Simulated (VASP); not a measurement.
# Be (Fm-3m) in VASP: notebook, part 2 of 2

VASP 6.6.1. The steps go on from the part before.

## Step 6: Band structure, AM05

File INCAR:

```
PREC = Accurate
ENCUT = 520
EDIFF = 1E-7
ISMEAR = -1
SIGMA = 0.05
LREAL = F
LASPH = T
NELM = 100
ALGO = Normal
ISIF = 2
LWAVE = F
LCHARG = F
GGA = AM
```

File KPOINTS:

```
regular mesh
0
Gamma
  14 14 14
```

File POSCAR:

```
Be
1.0
    0.0000000000      1.5790500000      1.5790500000
    1.5790500000      0.0000000000      1.5790500000
    1.5790500000      1.5790500000      0.0000000000
Be
1
Direct
    0.0000000000      0.0000000000      0.0000000000
```

File KPOINTS_OPT:

```
path GXWKGLUWLK,UX
10
line-mode
reciprocal
 0.0000000000  0.0000000000  0.0000000000  G
 0.5000000000  0.0000000000  0.5000000000  X

 0.5000000000  0.0000000000  0.5000000000  X
 0.5000000000  0.2500000000  0.7500000000  W

 0.5000000000  0.2500000000  0.7500000000  W
 0.3750000000  0.3750000000  0.7500000000  K

 0.3750000000  0.3750000000  0.7500000000  K
 0.0000000000  0.0000000000  0.0000000000  G

 0.0000000000  0.0000000000  0.0000000000  G
 0.5000000000  0.5000000000  0.5000000000  L

 0.5000000000  0.5000000000  0.5000000000  L
 0.6250000000  0.2500000000  0.6250000000  U

 0.6250000000  0.2500000000  0.6250000000  U
 0.5000000000  0.2500000000  0.7500000000  W

 0.5000000000  0.2500000000  0.7500000000  W
 0.5000000000  0.5000000000  0.5000000000  L

 0.5000000000  0.5000000000  0.5000000000  L
 0.3750000000  0.3750000000  0.7500000000  K

 0.6250000000  0.2500000000  0.6250000000  U
 0.5000000000  0.0000000000  0.5000000000  X
```

Potentials or basis: VASP PAW PBE potentials, release 64 (Be).

Launch:

```sh
$ cat potpaw_PBE.64/Be/POTCAR > POTCAR
$ mpirun -np 1 vasp_std > vasp.out
```

OUTCAR:

```text
PREC = Accurate
   ENCUT = 520
   EDIFF = 1E-7
   ISMEAR = -1
   LREAL = F
   LASPH = T
   NELM = 100
   ISIF = 2
   GGA = AM

 ion  position               nearest neighbor table
   1  0.000  0.000  0.000-

  LATTYP: Found a face centered cubic cell.
 ALAT       =     3.1581000000

  Lattice vectors:

 A1 = (   0.0000000000,   1.5790500000,   1.5790500000)
 A2 = (   1.5790500000,   0.0000000000,   1.5790500000)
 A3 = (   1.5790500000,   1.5790500000,   0.0000000000)

Analysis of symmetry for initial positions (statically):
=====================================================================
 Subroutine PRICEL returns:
 Original cell was already a primitive cell.

 Routine SETGRP: Setting up the symmetry group for a
 face centered cubic supercell.

 Subroutine GETGRP returns: Found 48 space group operations
 (whereof 48 operations were pure point group operations)
 out of a pool of 48 trial point group operations.

The static configuration has the point symmetry O_h .

Analysis of symmetry for dynamics (positions and initial velocities):
=====================================================================
[... 156 lines left out ...]

 E-fermi :   7.5133     XC(G=0): -10.6290

 val. band max:        7.4090054365   @ k =  -0.2857   0.4286   0.2143
 cond. band min:       7.5600098158   @ k =  -0.2857   0.5000   0.2143
 fundamental gap:      0.1510043793
 Fermi energy:         7.5133227877

 k-point     1 :       0.0000    0.0000    0.0000
  band No.  band energies     occupation
      1      -4.2916      2.00000
      2      27.0632      0.00000
      3      27.0632      0.00000
      4      27.0632      0.00000
      5      36.6643      0.00000
[... 177 lines left out ...]
 k-point    24 :       0.2857    0.1429    0.0000
  band No.  band energies     occupation
      1      -1.8116      2.00000
      2      17.6741      0.00000
      3      21.8965      0.00000
      4      25.5364      0.00000
      5      30.1227      0.00000

 [... further k-points ...]

------------------------ aborting loop because EDIFF is reached ----------------------------------------

  FORCE on cell =-STRESS in cart. coord.  units (eV):
  Direction    XX          YY          ZZ          XY          YZ          ZX
  --------------------------------------------------------------------------------------
  -------------------------------------------------------------------------------------
  Total       -0.0277326     -0.0277326     -0.0277326      0.0000000     -0.0000000      0.0000000
  in kB       -5.6426502     -5.6426502     -5.6426502      0.0000000     -0.0000000      0.0000000
  external PRESSURE =      -5.6426502 kB  Pullay stress =       0.0000000 kB

 VOLUME and BASIS-vectors are now :
 -----------------------------------------------------------------------------
  energy-cutoff  :      520.00
  volume of cell :        7.87
      direct lattice vectors                 reciprocal lattice vectors
     0.000000000  1.579050000  1.579050000    -0.316646085  0.316646085  0.316646085
     1.579050000  0.000000000  1.579050000     0.316646085 -0.316646085  0.316646085
     1.579050000  1.579050000  0.000000000     0.316646085  0.316646085 -0.316646085

 POSITION                                       TOTAL-FORCE (eV/Angst)
 -----------------------------------------------------------------------------------
      0.00000      0.00000      0.00000        -0.000000      0.000000      0.000000
 -----------------------------------------------------------------------------------
    total drift:                               -0.000000      0.000000     -0.000000

  FREE ENERGIE OF THE ION-ELECTRON SYSTEM (eV)
  ---------------------------------------------------
  free  energy   TOTEN  =        -3.8822361459 eV

  energy  without entropy=       -3.8813691544  energy(sigma->0) =       -3.88180265
```

OSZICAR:

```text
N       E                     dE             d eps       ncg     rms          rms(c)
DAV:   1    -0.190096295660E+01   -0.19010E+01   -0.10915E+03  1100   0.323E+02
DAV:   2    -0.387695242216E+01   -0.19760E+01   -0.16393E+01  1450   0.395E+01
DAV:   3    -0.388758452911E+01   -0.10632E-01   -0.10631E-01  1190   0.228E+00
DAV:   4    -0.388759179055E+01   -0.72614E-05   -0.72624E-05  1515   0.484E-02
DAV:   5    -0.388759179137E+01   -0.81700E-09   -0.41001E-09  1220   0.311E-04    0.811E-01
DAV:   6    -0.388391722857E+01    0.36746E-02   -0.87422E-04  1070   0.480E-01    0.496E-01
DAV:   7    -0.388223777138E+01    0.16795E-02   -0.10395E-03  1040   0.484E-01    0.102E-02
DAV:   8    -0.388223473556E+01    0.30358E-05   -0.62068E-07  1390   0.101E-02    0.367E-03
DAV:   9    -0.388223619460E+01   -0.14590E-05   -0.11853E-07  1165   0.317E-03    0.311E-04
DAV:  10    -0.388223614590E+01    0.48706E-07   -0.38591E-10   625   0.141E-04
   1 F= -.38822361E+01 E0= -.38818027E+01  d E =-.866991E-03
       N       E                     dE             ncg
DAV:   1     0.100960555270E+04   -0.96680E+04     1045
DAV:   2     0.737352785395E+03   -0.27225E+03     1410
DAV:   3     0.736321470592E+03   -0.10313E+01     1135
DAV:   4     0.736320810242E+03   -0.66035E-03     1400
DAV:   5     0.736320809945E+03   -0.29733E-06     1155
DAV:   6     0.736320809945E+03   -0.11426E-09     1355
```

Wall time 3.8 s (1 thread of AMD EPYC 9R45 (Zen 5), shared host); peak memory 0.08 GiB.

What came out:

| Property | Result |
| --- | --- |
| Free energy | -3.8822 eV |
| Pressure | -0.6 GPa |
| Band gap along the path | none (metal or under the smearing width) |

Levels at the corners of the path, in eV from the Fermi level:
```
point  band 1  band 2  band 3  band 4
    Γ  -11.80   19.55   19.55   19.55
    X   -2.63    3.89    9.59    9.59
    X   -2.63    3.89    9.59    9.59
    W    1.00    1.00    3.14   10.38
    W    1.00    1.00    3.14   10.38
    K   -0.80    0.45    6.70   11.24
    K   -0.80    0.45    6.70   11.24
    Γ  -11.80   19.55   19.55   19.55
    Γ  -11.80   19.55   19.55   19.55
    L   -5.27    0.11   16.60   16.60
    L   -5.27    0.11   16.60   16.60
    U   -0.80    0.45    6.70   11.24
    U   -0.80    0.45    6.70   11.24
    W    1.00    1.00    3.14   10.38
    W    1.00    1.00    3.14   10.38
    L   -5.27    0.11   16.60   16.60
    L   -5.27    0.11   16.60   16.60
    K   -0.80    0.45    6.70   11.24
    U   -0.80    0.45    6.70   11.24
    X   -2.63    3.89    9.59    9.59
```

Caveat: the PAW data sets were made with another functional, which shifts forces and pressure a little.

## Step 7: The runs side by side

| level | pressure (GPa) |
| --- | --- |
| PBEsol | -1.0 |
| RPBE | 3.1 |
| revPBE | 2.6 |
| BLYP | 0.2 |
| AM05 | -0.6 |

Alike in all rows: task band structure; potentials or basis VASP PAW PBE potentials, release 64 (Be); no spin polarisation; cell as given; k mesh 14 × 14 × 14; cutoff (eV) 520; smearing fermi-dirac 0.05 eV.

The pressure there spans -1.0 GPa (PBEsol) to 3.1 GPa (RPBE); a positive pressure means that this level wants a larger cell, a negative one a smaller.

Caveats: the PAW data sets were made with another functional, which shifts forces and pressure a little.

Total energies depend on the potentials used, so only differences within one code and one set of settings carry meaning.
